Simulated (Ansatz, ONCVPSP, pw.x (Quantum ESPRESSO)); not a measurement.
# From atom to crystal: ONCV potential for Tc

technetium (Tc), optimised norm-conserving Vanderbilt (ONCV), made with ONCVPSP 4.0.1 (PBE, scalar-relativistic). Core [Ar] 3d10, reference 4s2 4p6 4d5.5 5s1.5. Waves: 4s+5s: rc 1.75 bohr, ncon 4, nbas 9, qcut 6.4 1/bohr, 2 projectors; 4p: rc 1.65 bohr, ncon 4, nbas 7, qcut 7.1 1/bohr, 1 projector; 4d: rc 1.55 bohr, ncon 4, nbas 7, qcut 6.9 1/bohr, 2 projectors, debl 2.1 Ha. Local part: polynomial inside 1.25 bohr (lpopt 5, dvloc0 -2 Ha). Core correction: none.

Crystal test: diamond Tc in pw.x 7.5, no spin, 8³ k-points, Fermi–Dirac smearing 0.01 Ry, cutoffs 80/320 Ry. The reference is all-electron LAPW (Ansatz 0.2.0) with the same functional, mesh and smearing; V0 and B0 come from Birch–Murnaghan fits to the pressures at five volumes. Errors are pseudo minus all-electron; Δ is the rms difference of the E(V) curves that follow from these fits, minima aligned, over ±6 % about the mean V0. Mesh and smearing are coarse, so the numbers serve the comparison and aren't converged zero-temperature values; the lattice is a test structure that the element need not adopt.

All-electron: a0 = 5.541 Å (V0 = 21.27 Å³/atom), B0 = 149.7 GPa.

Problem. How far does the potential miss the all-electron equation of state?

Solution. mean pressure error (GPa): -1.27; a0 (Å): 5.526; a0 error (%): -0.28; B0 error (%): +2.8; Δ (meV/atom): 5.9.

| V (Å³/atom) | P all-electron (GPa) | P pseudo (GPa) |
| --- | --- | --- |
| 20.207 | 8.57 | 7.22 |
| 20.739 | 3.99 | 2.68 |
| 21.271 | -0.01 | -1.29 |
| 21.803 | -3.52 | -4.75 |
| 22.335 | -6.58 | -7.78 |

Problem. At the middle volume, how do free energy and pressure move when the wave cutoff is lowered (ecutrho kept at four times it)?

Solution.

```json
{"cutoff (Ry)": "36", "shift of F (meV/atom)": "+578.2", "shift of P (GPa)": "-21.85"}
{"cutoff (Ry)": "48", "shift of F (meV/atom)": "+35.1", "shift of P (GPa)": "-1.77"}
{"cutoff (Ry)": "64", "shift of F (meV/atom)": "+9.6", "shift of P (GPa)": "-0.05"}
```

Input at the middle volume:

```
&control
  calculation='scf', prefix='x', pseudo_dir='./', outdir='./tmp', tstress=.true., disk_io='none'
/
&system
  ibrav=0, nat=2, ntyp=1, ecutwfc=80, ecutrho=320, nbnd=24,
  occupations='smearing', smearing='fd', degauss=0.01
/
&electrons
  conv_thr=1e-09, mixing_beta=0.4, electron_maxstep=70
/
ATOMIC_SPECIES
Tc 1.0 Tc.UPF
CELL_PARAMETERS angstrom
  0.00000000 2.77074124 2.77074124
  2.77074124 0.00000000 2.77074124
  2.77074124 2.77074124 0.00000000
ATOMIC_POSITIONS crystal
Tc 0.0000 0.0000 0.0000
Tc 0.2500 0.2500 0.2500
K_POINTS automatic
8 8 8 0 0 0
```

```bash
pw.x < Tc.scf.in > Tc.scf.out
```

Lines of the output:

```
Message from routine setup:
     using ibrav=0 with symmetry is DISCOURAGED, use correct ibrav instead
     lattice parameter (alat)  =       7.4047  a.u.
     unit-cell volume          =     287.0876 (a.u.)^3
     number of electrons       =        30.00
     number of Kohn-Sham states=           24
     kinetic-energy cutoff     =      80.0000  Ry
     charge density cutoff     =     320.0000  Ry
     scf convergence threshold =      1.0E-09
     Exchange-correlation= PBE
     number of k points=    29  Fermi-Dirac smearing, width (Ry)=  0.0100
     iteration #  1     ecut=    80.00 Ry     beta= 0.40
     total energy              =    -325.12621329 Ry
     estimated scf accuracy    <       0.05647445 Ry
     iteration #  2     ecut=    80.00 Ry     beta= 0.40
     total energy              =    -325.12443420 Ry
     estimated scf accuracy    <       0.01584462 Ry
     iteration #  3     ecut=    80.00 Ry     beta= 0.40
     total energy              =    -325.12508632 Ry
     estimated scf accuracy    <       0.00059378 Ry
     iteration #  4     ecut=    80.00 Ry     beta= 0.40
     total energy              =    -325.12510839 Ry
     estimated scf accuracy    <       0.00006436 Ry
     iteration #  5     ecut=    80.00 Ry     beta= 0.40
     total energy              =    -325.12511423 Ry
     estimated scf accuracy    <       0.00000424 Ry
     iteration #  6     ecut=    80.00 Ry     beta= 0.40
     total energy              =    -325.12511508 Ry
     estimated scf accuracy    <       0.00000011 Ry
     iteration #  7     ecut=    80.00 Ry     beta= 0.40
     total energy              =    -325.12511510 Ry
     estimated scf accuracy    <          6.4E-09 Ry
     iteration #  8     ecut=    80.00 Ry     beta= 0.40
     the Fermi energy is    13.5711 ev
!    total energy              =    -325.12511510 Ry
     estimated scf accuracy    <          7.8E-10 Ry
     smearing contrib. (-TS)   =      -0.00931790 Ry
     The total energy is F=E-TS. E is the sum of the following terms:
     one-electron contribution =    -136.81923413 Ry
     hartree contribution      =      78.78618331 Ry
     xc contribution           =     -35.60013343 Ry
     ewald contribution        =    -231.48261295 Ry
     convergence has been achieved in   8 iterations
          total   stress  (Ry/bohr**3)                   (kbar)     P=      -12.90
     Message from routine punch:
     Nothing written, as per user request (disk_io='none')
```

The 8 pw.x runs together took about 3.3 min on one core of a shared server CPU.
